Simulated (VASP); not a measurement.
# PbSe: an input that fails (relaxed cell and band gap)

PbSe, Fm-3m (no. 225), 2 atoms in the cell.

INCAR:
```
  PREC = Accurate
  ENCUT = 600
  EDIFF = 1E-7
  ISMEAR = 0
  SIGMA = 0.02
  LREAL = F
  LASPH = T
  GGA_COMPAT = F
  ALGO = Normal
  NELM = 80
  ISIF = 3
  LWAVE = F
  LCHARG = F
  GGA = PBESOL
  IBRION = 2
  EDIFFG = -0.005
  NSW = 20
```

KPOINTS:
```
k-points
0
Gamma
  6 6 6
```

POSCAR:
```
PbSe
1.0
    0.0000000000      3.0606500000      3.0606500000
    3.0606500000      0.0000000000      3.0606500000
    3.0606500000      3.0606500000      0.0000000000
Pb Se
1 1
Direct
    0.0000000000      0.0000000000      0.0000000000
    0.5000000000      0.5000000000      0.5000000000
```

Commands:
```
cat potpaw_PBE.64/Pb_d/POTCAR potpaw_PBE.64/Se/POTCAR > POTCAR
mpirun -np 1 vasp_std > vasp.out
```

VASP stops with:
```
Error: One of the selected functionals does not exist. ---->  I REFUSE TO CONTINUE WITH THIS SICK JOB ... BYE!!! <----
```

Cause: full name in place of the two-letter word.
